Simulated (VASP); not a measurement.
All values below come from PBE GGA, VASP's PBE PAW potentials (set 64) (plane waves; VASP 6.6.1).

VASP input:

**KPOINTS**
```
Automatic mesh
0
Gamma
7 7 4
0 0 0
```

### INCAR
```
SYSTEM=BeO
PREC=Accurate; ENCUT=700; LREAL=.FALSE.
LASPH=.TRUE.
EDIFF=1E-6; NELM=100; ALGO=Normal
ISMEAR=0; SIGMA=0.01
GGA=PE
ISIF=2
LWAVE=.FALSE.; LCHARG=.FALSE.
```

### POSCAR
```
BeO
1
    2.7209530000     0.0000000000     0.0000000000
   -1.3604770000     2.3564150000     0.0000000000
    0.0000000000     0.0000000000     4.4193430000
Be O
2 2
Direct
  0.3333330000   0.6666670000   0.0001600000
  0.6666670000   0.3333330000   0.5001600000
  0.3333330000   0.6666670000   0.3773400000
  0.6666670000   0.3333330000   0.8773400000
```

POTCAR, in this order: Be O (PBE.64 set). Program: vasp_std.

Output of the run:

**OUTCAR**
```
 ion  position               nearest neighbor table
   1  0.333  0.667  0.000-   4 1.66   4 1.66   4 1.66   3 1.67
   2  0.667  0.333  0.500-   3 1.66   3 1.66   3 1.66   4 1.67
   3  0.333  0.667  0.377-   2 1.66   2 1.66   2 1.66   1 1.67
   4  0.667  0.333  0.877-   1 1.66   1 1.66   1 1.66   2 1.67
  LATTYP: Found a hexagonal cell.
 ALAT       =     2.7209530000
 C/A-ratio  =     1.6241893925
 Subroutine PRICEL returns:
 Original cell was already a primitive cell.
 Subroutine GETGRP returns: Found 12 space group operations
The static configuration has the point symmetry C_3v.
 The point group associated with its full space group is C_6v.
The dynamic configuration has the point symmetry C_3v.
 Subroutine INISYM returns: Found 12 space group operations
 Subroutine IBZKPT returns following result:
 Found     24 irreducible k-points:

 Following reciprocal coordinates:
            Coordinates               Weight
  0.000000  0.000000  0.000000      1.000000
  0.142857 -0.000000  0.000000      6.000000
  0.285714 -0.000000  0.000000      6.000000
  0.428571  0.000000  0.000000      6.000000
  0.142857  0.142857  0.000000      6.000000
...
```

OSZICAR:
```
       N       E                     dE             d eps       ncg     rms          rms(c)
DAV:   1     0.883658651429E+02    0.88366E+02   -0.10259E+04   576   0.161E+03
DAV:   2    -0.264282544891E+02   -0.11479E+03   -0.10656E+03   824   0.340E+02
DAV:   3    -0.305959086103E+02   -0.41677E+01   -0.41533E+01   752   0.639E+01
DAV:   4    -0.306295528196E+02   -0.33644E-01   -0.33618E-01   700   0.709E+00
DAV:   5    -0.306300637256E+02   -0.51091E-03   -0.51085E-03   744   0.726E-01    0.901E+00
DAV:   6    -0.284806917934E+02    0.21494E+01   -0.75210E+00   652   0.248E+01    0.291E+00
DAV:   7    -0.284690599156E+02    0.11632E-01   -0.13751E-01   684   0.399E+00    0.185E+00
DAV:   8    -0.284771144931E+02   -0.80546E-02   -0.39551E-02   620   0.298E+00    0.262E-01
DAV:   9    -0.284761403121E+02    0.97418E-03   -0.27250E-03   748   0.532E-01    0.708E-02
DAV:  10    -0.284764690037E+02   -0.32869E-03   -0.79444E-04   652   0.244E-01    0.500E-02
DAV:  11    -0.284764329443E+02    0.36059E-04   -0.16389E-04   740   0.122E-01    0.399E-03
DAV:  12    -0.284764329899E+02   -0.45588E-07   -0.42801E-06   660   0.238E-02
   1 F= -.28476433E+02 E0= -.28476433E+02  d E =-.141121E-62
```

### OUTCAR
```
------------------------ aborting loop because EDIFF is reached ----------------------------------------
  FORCE on cell =-STRESS in cart. coord.  units (eV):
  Direction    XX          YY          ZZ          XY          YZ          ZX
  --------------------------------------------------------------------------------------
  Total       -0.3884451     -0.3884453     -0.3598154      0.0000001      0.0000000      0.0000000
  in kB      -21.9639151    -21.9639259    -20.3451006      0.0000047      0.0000000      0.0000000
  external PRESSURE =     -21.4243139 kB  Pullay stress =       0.0000000 kB
  volume of cell :       28.34
      direct lattice vectors                 reciprocal lattice vectors
     2.720953000  0.000000000  0.000000000     0.367518292  0.212186811  0.000000000
    -1.360477000  2.356415000  0.000000000     0.000000000  0.424373466  0.000000000
     0.000000000  0.000000000  4.419343000     0.000000000  0.000000000  0.226277978
 POSITION                                       TOTAL-FORCE (eV/Angst)
 -----------------------------------------------------------------------------------
     -0.00000      1.57094      0.00071         0.000000     -0.000000     -0.026024
      1.36048      0.78547      2.21038        -0.000000     -0.000000     -0.026024
     -0.00000      1.57094      1.66759         0.000000      0.000000      0.026024
      1.36048      0.78547      3.87727        -0.000000     -0.000000      0.026024
 -----------------------------------------------------------------------------------
    total drift:                               -0.001386      0.000800      0.000051
  FREE ENERGIE OF THE ION-ELECTRON SYSTEM (eV)
  ---------------------------------------------------
  free  energy   TOTEN  =       -28.4764329899 eV

  energy  without entropy=      -28.4764329899  energy(sigma->0) =      -28.47643299
```
(Selected blocks of OUTCAR.)

The structure comes from a computed database's BeO entry; how it stands against other phases isn't given here. The cell was not relaxed at this level. The run is one of a series of settings (ENCUT = 700 against the base run), some of them coarse on purpose.
